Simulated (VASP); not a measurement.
# SnSe in VASP: notebook

Runs on SnSe. Level: PBE. Tasks: single point.

Program: VASP 6.6.1. These are calculated values, not measurements. Logs are shortened: lines on timing, memory, paths and dates and some standing lists are left out, and cuts for length are marked.

### Step 1. Starting point

The cell holds a slab with vacuum, 4 atoms: a = 4.285 Å, b = 4.285 Å, c = 17.809 Å, α = 90.00°, β = 90.00°, γ = 90.00°.

### Step 2. Single point, PBE

INCAR

```
PREC     = Accurate       # precision mode
ENCUT    = 400            # plane-wave cutoff, eV
EDIFF    = 1E-7           # SCF threshold, eV
ISMEAR   = 0              # smearing method
SIGMA    = 0.05           # smearing width, eV
LREAL    = False          # projectors in reciprocal space
LASPH    = True           # aspherical terms in the spheres
NELM     = 120            # most SCF steps
ALGO     = Normal         # electronic algorithm
ISIF     = 2              # what is computed and relaxed
LWAVE    = False          # write WAVECAR
LCHARG   = False          # write CHGCAR
LDIPOL   = True         
IDIPOL   = 3            
DIPOL    = 0.5 0.5 0.500
GGA      = PE             # functional
NBANDS   = 32             # bands
LVHAR    = True         
LVACPOTAV= True
```

KPOINTS

```
Automatic mesh
0
Gamma
  4 4 1
```

POSCAR

```
SnSe
1.0
    4.2853274200      0.0000000000      0.0000000000
    0.0000000000      4.2853274200      0.0000000000
    0.0000000000      0.0000000000     17.8085810303
Sn Se
2 2
Direct
    0.5000000000      0.0000000000      0.4211452887
    0.0000000000      0.5000000000      0.5788547113
    0.0000000000      0.5000000000      0.4283854055
    0.5000000000      0.0000000000      0.5716145945
```

Potentials or basis: VASP PAW PBE potentials, release 64 (Sn_d, Se).

Command:

```bash
$ cat potpaw_PBE.64/Sn_d/POTCAR potpaw_PBE.64/Se/POTCAR > POTCAR
$ mpirun -np 1 vasp_std > vasp.out
```

OUTCAR:

```text
PREC = Accurate
   ENCUT = 400
   EDIFF = 1E-7
   ISMEAR = 0
   LREAL = False
   LASPH = True
   NELM = 120
   ISIF = 2
   GGA = PE

 Found      6 irreducible k-points:

 Following reciprocal coordinates:
            Coordinates               Weight
  0.000000  0.000000  0.000000      1.000000
  0.250000  0.000000  0.000000      4.000000
  0.500000  0.000000  0.000000      2.000000
  0.250000  0.250000  0.000000      4.000000
  0.500000  0.250000  0.000000      4.000000
  0.500000  0.500000  0.000000      1.000000
   k-points           NKPTS =      6   k-points in BZ     NKDIM =      6   number of bands    NBANDS=     32
   number of dos      NEDOS =    301   number of ions     NIONS =      4
   total plane-waves  NPLWV =  94080
   dimension x,y,z NGX =    28 NGY =   28 NGZ =  120
   dimension x,y,z NGXF=    56 NGYF=   56 NGZF=  240
   ions per type =               2   2
   NGX,Y,Z   is equivalent  to a cutoff of  10.86, 10.86, 11.20 a.u.
   NGXF,Y,Z  is equivalent  to a cutoff of  21.72, 21.72, 22.40 a.u.
 SYSTEM =  unknown system
   PREC   = accura    normal or accurate (medium, high low for compatibility)
   ISTART =      0    job   : 0-new  1-cont  2-samecut
   ICHARG =      2    charge: 1-file 2-atom 10-const
   ISPIN  =      1    spin polarized calculation?
   LNONCOLLINEAR =      F non collinear calculations
   LSORBIT =      F    spin-orbit coupling
   LASPH  =      T    aspherical Exc in radial PAW
   ENCUT  =  400.0 eV  29.40 Ry    5.42 a.u.   6.99  6.99 29.04*2*pi/ulx,y,z
   NELM   =    120;   NELMIN=  2; NELMDL= -5     # of ELM steps
   EDIFF  = 0.1E-06   stopping-criterion for ELM
   LREAL  =      F    real-space projection
   EDIFFG = 0.1E-05   stopping-criterion for IOM
   NSW    =      0    number of steps for IOM
   IBRION =     -1    ionic relax: 0-MD 1-quasi-New 2-CG
   NFREE  =      0    steps in history (QN), initial steepest desc. (CG)
   ISIF   =      2    stress and relaxation
   ISYM   =      2    0-nonsym 1-usesym 2-fastsym
   POTIM  = 0.5000    time-step for ionic-motion
   TEBEG  =    0.0;   TEEND  =   0.0 temperature during run
   PSTRESS=    0.0 pullay stress
   NELECT =      40.0000    total number of electrons
   NUPDOWN=      -1.0000    fix difference up-down
   EMIN   =  10.00;   EMAX   =-10.00  energy-range for DOS
   EFERMI =   0.00;   METHOD = LEGACY
   ISMEAR =     0;   SIGMA  =   0.05  broadening in eV -4-tet -1-fermi 0-gaus
   EFERMI_NEDOS =   21; number of points for ismear=-14 and -15
   IALGO  =     38    algorithm
   IMIX   =      4    mixing-type and parameters
     AMIX     =   0.40;   BMIX     =  1.00
     AMIX_MAG =   1.60;   BMIX_MAG =  1.00
  volume/ion in A,a.u.               =      81.76       551.74
  Fermi-wavevector in a.u.,A,eV,Ry     =   0.812635  1.535658  8.984964  0.660376
  Thomas-Fermi vector in A             =   1.922214
   LORBIT       =      0    0 simple, 1 ext, 2 COOP (PROOUT), +10 PAW based schemes
   GGA     = PE    functional components
   LHFCALC =     F    Hartree Fock is set to
   AEXX    =    0.0000 exact exchange contribution
   IVDW    =     0    specifies the selected vdW correction
   LEPSILON=     F    determine dielectric tensor
   LRPA    =     F    only Hartree local field effects (RPA)
 non-spin polarized calculation
 Gauss-broadening in eV      SIGMA  =   0.05
  energy-cutoff  :      400.00
  volume of cell :      327.04
 maximum number of plane-waves:      5972
 NGX is ok and might be reduce to    28
   NGX = 13   NGY = 13   NGZ = 59

 dipolmoment           0.000000      0.000000      0.000000 electrons x Angstroem

 number of electron      40.0000030 magnetization

 dipolmoment           0.000000      0.000000     -0.000000 electrons x Angstroem

 Free energy of the ion-electron system (eV)
  ---------------------------------------------------
  ext. energy  EPLUGINS =         0.00000000
  ---------------------------------------------------
  free energy    TOTEN  =       -16.28513830 eV

  energy without entropy =      -16.28513830  energy(sigma->0) =      -16.28513830

 E-fermi :  -1.1737     XC(G=0):  -3.8125

 val. band max:       -1.4453091493   @ k =   0.2500   0.2500   0.0000
 cond. band min:       0.2428974075   @ k =   0.5000   0.0000   0.0000
 fundamental gap:      1.6882065569
 Fermi energy:        -1.1737011517

 k-point     1 :       0.0000    0.0000    0.0000
  band No.  band energies     occupation
      1     -22.4261      2.00000
      2     -22.4207      2.00000
      3     -22.4176      2.00000
      4     -22.4107      2.00000
      5     -22.4075      2.00000
      6     -22.3796      2.00000
      7     -22.3770      2.00000
      8     -22.3770      2.00000
      9     -22.3632      2.00000
     10     -22.3632      2.00000
     11     -14.6188      2.00000
     12     -13.4382      2.00000
     13      -7.5207      2.00000
     14      -6.2389      2.00000
     15      -4.6994      2.00000
     16      -4.3198      2.00000
     17      -4.3198      2.00000
     18      -2.9976      2.00000
     19      -2.9976      2.00000
     20      -1.5869      2.00000
     21       0.2534      0.00000
     22       2.5011      0.00000
     23       2.5605      0.00000
     24       3.1259      0.00000
     25       3.1259      0.00000
     26       3.5784      0.00000
     27       3.6307      0.00000
     28       4.3629      0.00000
     29       4.4308      0.00000
     30       4.4308      0.00000
     31       4.4542      0.00000
     32       6.1341      0.00000

 k-point     2 :       0.2500    0.0000    0.0000
  band No.  band energies     occupation
      1     -22.4212      2.00000
      2     -22.4204      2.00000
      3     -22.4172      2.00000
      4     -22.4158      2.00000
      5     -22.4000      2.00000
      6     -22.3806      2.00000
      7     -22.3764      2.00000
      8     -22.3742      2.00000
      9     -22.3666      2.00000
     10     -22.3646      2.00000
     11     -14.3460      2.00000
     12     -13.4421      2.00000
     13      -8.1906      2.00000
     14      -7.2461      2.00000
     15      -4.4616      2.00000
     16      -3.8601      2.00000
     17      -3.6385      2.00000
     18      -2.7045      2.00000
     19      -1.9064      2.00000
     20      -1.8826      2.00000
     21       0.5972      0.00000
     22       0.9417      0.00000
     23       1.4794      0.00000
     24       2.3787      0.00000
     25       2.6650      0.00000
     26       2.9663      0.00000
     27       3.6445      0.00000
     28       3.9919      0.00000
     29       4.5136      0.00000
     30       4.5313      0.00000
     31       5.6214      0.00000
     32       6.0497      0.00000

 k-point     3 :       0.5000    0.0000    0.0000
  band No.  band energies     occupation
      1     -22.4220      2.00000
      2     -22.4220      2.00000
      3     -22.4155      2.00000
      4     -22.4155      2.00000
      5     -22.3869      2.00000
      6     -22.3869      2.00000
      7     -22.3724      2.00000
      8     -22.3724      2.00000
      9     -22.3688      2.00000
     10     -22.3688      2.00000
     11     -13.7551      2.00000
     12     -13.7551      2.00000
     13      -8.3830      2.00000
     14      -8.3830      2.00000
     15      -3.5766      2.00000
     16      -3.5766      2.00000
     17      -2.8217      2.00000
     18      -2.8217      2.00000
     19      -1.5291      2.00000
     20      -1.5291      2.00000
     21       0.2429      0.00000
     22       0.2429      0.00000
     23       0.7988      0.00000
     24       0.7988      0.00000
     25       1.8128      0.00000
     26       1.8128      0.00000
     27       4.5494      0.00000
     28       4.5494      0.00000
     29       5.2970      0.00000
     30       5.2970      0.00000
     31       5.8806      0.00000
     32       5.8806      0.00000

 k-point     4 :       0.2500    0.2500    0.0000
  band No.  band energies     occupation
      1     -22.4256      2.00000
      2     -22.4239      2.00000
      3     -22.4156      2.00000
      4     -22.4128      2.00000
      5     -22.3922      2.00000
      6     -22.3807      2.00000
      7     -22.3796      2.00000
      8     -22.3715      2.00000
      9     -22.3698      2.00000
     10     -22.3634      2.00000
     11     -14.1013      2.00000
     12     -13.4163      2.00000
     13      -8.1104      2.00000
     14      -7.4302      2.00000
     15      -5.3263      2.00000
     16      -4.1880      2.00000
     17      -3.8330      2.00000
     18      -2.7332      2.00000
     19      -2.4725      2.00000
     20      -1.4453      2.00000
     21       0.2914      0.00000
     22       1.1994      0.00000
     23       1.2173      0.00000
     24       2.8257      0.00000
     25       3.1074      0.00000
     26       3.8131      0.00000
     27       4.0395      0.00000
     28       4.3651      0.00000
     29       4.4732      0.00000
     30       4.9413      0.00000
     31       6.4275      0.00000
     32       6.6332      0.00000

 k-point     5 :       0.5000    0.2500    0.0000
  band No.  band energies     occupation
      1     -22.4305      2.00000
      2     -22.4305      2.00000
      3     -22.4097      2.00000
      4     -22.4097      2.00000
      5     -22.3836      2.00000
      6     -22.3836      2.00000
      7     -22.3774      2.00000
      8     -22.3774      2.00000
      9     -22.3654      2.00000
     10     -22.3654      2.00000
     11     -13.6147      2.00000
     12     -13.6147      2.00000
     13      -7.9771      2.00000
     14      -7.9771      2.00000
     15      -4.8441      2.00000
     16      -4.8441      2.00000
     17      -3.4923      2.00000
     18      -3.4923      2.00000
     19      -2.7813      2.00000
     20      -2.7813      2.00000
     21       1.4299      0.00000
     22       1.4299      0.00000
     23       2.4208      0.00000
     24       2.4208      0.00000
     25       3.5418      0.00000
     26       3.5418      0.00000
     27       4.3705      0.00000
     28       4.3705      0.00000
     29       5.4771      0.00000
     30       5.4771      0.00000
     31       5.7865      0.00000
     32       5.7865      0.00000

 k-point     6 :       0.5000    0.5000    0.0000
  band No.  band energies     occupation
      1     -22.4381      2.00000
      2     -22.4381      2.00000
      3     -22.4045      2.00000
      4     -22.4045      2.00000
      5     -22.3824      2.00000
      6     -22.3824      2.00000
      7     -22.3787      2.00000
      8     -22.3787      2.00000
      9     -22.3638      2.00000
     10     -22.3638      2.00000
     11     -13.4625      2.00000
     12     -13.4625      2.00000
     13      -7.2533      2.00000
     14      -7.2533      2.00000
     15      -6.0582      2.00000
     16      -6.0582      2.00000
     17      -4.4960      2.00000
     18      -4.4960      2.00000
     19      -2.9785      2.00000
     20      -2.9785      2.00000
     21       2.3670      0.00000
     22       2.3670      0.00000
     23       3.4433      0.00000
     24       3.4433      0.00000
     25       3.6499      0.00000
     26       3.6499      0.00000
     27       5.1641      0.00000
     28       5.1641      0.00000
     29       6.2675      0.00000
     30       6.2675      0.00000
     31       6.5164      0.00000
     32       6.5164      0.00000

------------------------ aborting loop because EDIFF is reached ----------------------------------------

  FORCE on cell =-STRESS in cart. coord.  units (eV):
  Direction    XX          YY          ZZ          XY          YZ          ZX
  --------------------------------------------------------------------------------------
  -------------------------------------------------------------------------------------
  Total        0.5138685      0.5138685      0.7461818      0.0000000      0.0000000     -0.0000000
  in kB        2.5174756      2.5174756      3.6555934      0.0000000      0.0000000     -0.0000000
  external PRESSURE =       2.8968482 kB  Pullay stress =       0.0000000 kB

 VOLUME and BASIS-vectors are now :
 -----------------------------------------------------------------------------
  energy-cutoff  :      400.00
  volume of cell :      327.04
      direct lattice vectors                 reciprocal lattice vectors
     4.285327420  0.000000000  0.000000000     0.233354398  0.000000000  0.000000000
     0.000000000  4.285327420  0.000000000     0.000000000  0.233354398  0.000000000
     0.000000000  0.000000000 17.808581030     0.000000000  0.000000000  0.056152705

 POSITION                                       TOTAL-FORCE (eV/Angst)
 -----------------------------------------------------------------------------------
      2.14266      0.00000      7.50000        -0.000000      0.000000     -0.108268
      0.00000      2.14266     10.30858         0.000000      0.000000      0.108268
      0.00000      2.14266      7.62894        -0.000000     -0.000000     -0.188103
      2.14266      0.00000     10.17964         0.000000      0.000000      0.188103
 -----------------------------------------------------------------------------------
    total drift:                                0.000000      0.000000      0.000000

  FREE ENERGIE OF THE ION-ELECTRON SYSTEM (eV)
  ---------------------------------------------------
  free  energy   TOTEN  =       -16.2851382997 eV

  energy  without entropy=      -16.2851382997  energy(sigma->0) =      -16.28513830

 vacuum level on the upper side and lower side of the slab         3.173         3.173
```

Wall time 60 s (1 thread of Intel Xeon Platinum 8259CL at 2.50GHz (Skylake/Cascade Lake), shared host); peak memory 0.3 GiB.

These settings aren't checked as converged: the numbers below hold their error.

Results:

```
Free energy                            : -16.2851 eV
Largest force                          : 0.188 eV/Å
Band gap on the k mesh                 : 1.69 eV, indirect (least direct gap 1.74 eV)
Ionisation potential of the upper face : 4.62 eV
```

Caveat: spin-orbit coupling is left out, which moves the levels of the heavy elements.

### Step 3. Single point, PBE

This run uses another cell than the first one, of 58.80 Å³/atom, 0.719 times its volume.

Edit INCAR of step 2 so:

```diff
@@ -12,5 +12,2 @@
 LCHARG   = False          # write CHGCAR
-LDIPOL   = True         
-IDIPOL   = 3            
-DIPOL    = 0.5 0.5 0.500
 GGA      = PE             # functional
@@ -18,2 +15,3 @@
 LVHAR    = True         
-LVACPOTAV= True
+LVACPOTAV= True         
+IDIPOL   = 3
```

KPOINTS

```
Automatic mesh
0
Gamma
  5 5 1
```

POSCAR

```
SnSe
1.0
    4.2853274200      0.0000000000      0.0000000000
    0.0000000000      4.2853274200      0.0000000000
    0.0000000000      0.0000000000     12.8085810303
Sn Se
2 2
Direct
    0.5000000000      0.0000000000      0.3903633032
    0.0000000000      0.5000000000      0.6096366968
    0.0000000000      0.5000000000      0.4004296958
    0.5000000000      0.0000000000      0.5995703042
```

Potentials or basis: VASP PAW PBE potentials, release 64 (Sn_d, Se).

Command:

```bash
$ cat potpaw_PBE.64/Sn_d/POTCAR potpaw_PBE.64/Se/POTCAR > POTCAR
$ mpirun -np 1 vasp_std > vasp.out
```

Wall time 38 s (1 thread of Intel Xeon Platinum 8259CL at 2.50GHz (Skylake/Cascade Lake), shared host); peak memory 0.24 GiB.

The run converged, but some of its settings lie outside the range that counts as converged, so its numbers aren't taken as properties of the slab.

Results:

| Quantity | Value |
| --- | --- |
| Free energy | -16.2286 eV |
| Largest force | 0.246 eV/Å |
| Band gap on the k mesh | 0.91 eV, direct |

Caveat: spin-orbit coupling is left out, which moves the levels of the heavy elements.

### Step 4. Single point, PBE

This run uses another cell than the first one, of 67.99 Å³/atom, 0.832 times its volume.

Edit INCAR of step 3 so:

```diff
@@ -12,2 +12,5 @@
 LCHARG   = False          # write CHGCAR
+LDIPOL   = True         
+IDIPOL   = 3            
+DIPOL    = 0.5 0.5 0.500
 GGA      = PE             # functional
@@ -15,3 +18,2 @@
 LVHAR    = True         
-LVACPOTAV= True         
-IDIPOL   = 3
+LVACPOTAV= True
```

KPOINTS is that of step 3.

POSCAR

```
SnSe
1.0
    4.2853274200      0.0000000000      0.0000000000
    0.0000000000      4.2853274200      0.0000000000
    0.0000000000      0.0000000000     14.8085810303
Sn Se
2 2
Direct
    0.5000000000      0.0000000000      0.4051704878
    0.0000000000      0.5000000000      0.5948295122
    0.0000000000      0.5000000000      0.4138773454
    0.5000000000      0.0000000000      0.5861226546
```

Command:

```bash
$ cat potpaw_PBE.64/Sn_d/POTCAR potpaw_PBE.64/Se/POTCAR > POTCAR
$ mpirun -np 1 vasp_std > vasp.out
```

Wall time 49 s (1 thread of Intel Xeon Platinum 8259CL at 2.50GHz (Skylake/Cascade Lake), shared host); peak memory 0.26 GiB.

These settings aren't checked as converged: the numbers below hold their error.

What came out:

```yaml
Free_energy: -16.2282 eV
Largest_force: 0.245 eV/Å
Band_gap_on_the_k_mesh: 0.91 eV, direct
Ionisation_potential_of_the_upper_face: 4.28 eV
```

Caveat: spin-orbit coupling is left out, which moves the levels of the heavy elements.

(Part 1 of 2 ends here.)
